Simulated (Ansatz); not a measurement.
The calculation used DFT PBE, scalar-relativistic, plane waves, PAW (Ansatz 0.2.0). All cells share a 420 eV cutoff and Γ-centred k meshes spaced at most about 0.3 Å⁻¹ (2π included). No spin polarisation in the final relaxations.

Temperature and zero-point effects are left out. All come from trial cells, and lower structures may exist.

Question: Order these relaxed structures of C by energy, lowest first, with the energy over the lowest of them.
1.

```
CELL_PARAMETERS angstrom
2.51588 0.00000 0.00000
-1.25794 2.17882 0.00000
0.00000 0.00000 12.48530
ATOMIC_POSITIONS crystal
C 0.00000 0.00000 0.60467
C 0.00000 0.00000 0.26979
C 0.66667 0.33333 0.43729
C 0.66667 0.33333 0.77187
C 0.66667 0.33333 0.10446
C 0.33333 0.66667 0.93716
C 0.00000 0.00000 0.39533
C 0.00000 0.00000 0.73021
C 0.66667 0.33333 0.22813
C 0.66667 0.33333 0.56271
C 0.66667 0.33333 0.89554
C 0.33333 0.66667 0.06284
```

2.

```
CELL_PARAMETERS angstrom
0.00000 1.78573 1.78573
1.78573 0.00000 1.78573
1.78573 1.78573 0.00000
ATOMIC_POSITIONS crystal
C 0.50000 0.50000 0.50000
C 0.75000 0.75000 0.75000
```

3.

```
CELL_PARAMETERS angstrom
-2.97667 2.97667 1.91618
2.97667 -2.97667 1.91618
2.97667 2.97667 -1.91618
ATOMIC_POSITIONS crystal
C 0.87500 0.01143 0.63643
C 0.37500 0.23857 0.36357
C 0.76143 0.62500 0.63643
C 0.98857 0.12500 0.36357
C 0.87500 0.23857 0.86357
C 0.37500 0.01143 0.13643
C 0.98857 0.62500 0.86357
C 0.76143 0.12500 0.13643
```

4.

```
CELL_PARAMETERS angstrom
5.02555 0.00000 0.00000
0.00000 3.94539 0.00000
0.00000 0.00000 4.73895
ATOMIC_POSITIONS crystal
C 0.36899 0.00000 0.00000
C 0.13101 0.00000 0.50000
C 0.63101 0.00000 0.00000
C 0.86899 0.00000 0.50000
C 0.66685 0.64000 0.11699
C 0.83315 0.36000 0.61699
C 0.83315 0.64000 0.38301
C 0.66685 0.36000 0.88301
C 0.33315 0.36000 0.88301
C 0.16685 0.64000 0.38301
C 0.16685 0.36000 0.61699
C 0.33315 0.64000 0.11699
```

Answer: 2 (0 meV/atom), 1 (14 meV/atom), 3 (370 meV/atom), 4 (869 meV/atom). Forms: 2 diamond type, Fd-3m; 1 P-6m2; 3 I4_1/amd; 4 Pmna. Counting all near atoms (those within 1.25 times the shortest such distance or 1.15 times the sum of covalent radii; a plus sign parts nearer from farther groups; a slash parts the counts of unlike sites): cell 2 has C 4; cell 1 has C 4; cell 3 has C 1+2; cell 4 has C 1+2/4.

With atoms moved at random, Pmna came back. Other cells relaxed within their symmetry can be saddle points. The part of the Crystallography Open Database at hand lists C in space groups No. 58, 69, 71, 141, 166 and others; sharing a group (Fd-3m and I4_1/amd) doesn't make a cell the listed structure. Some candidate types were left out of the draw beforehand, so a known form may be missing.
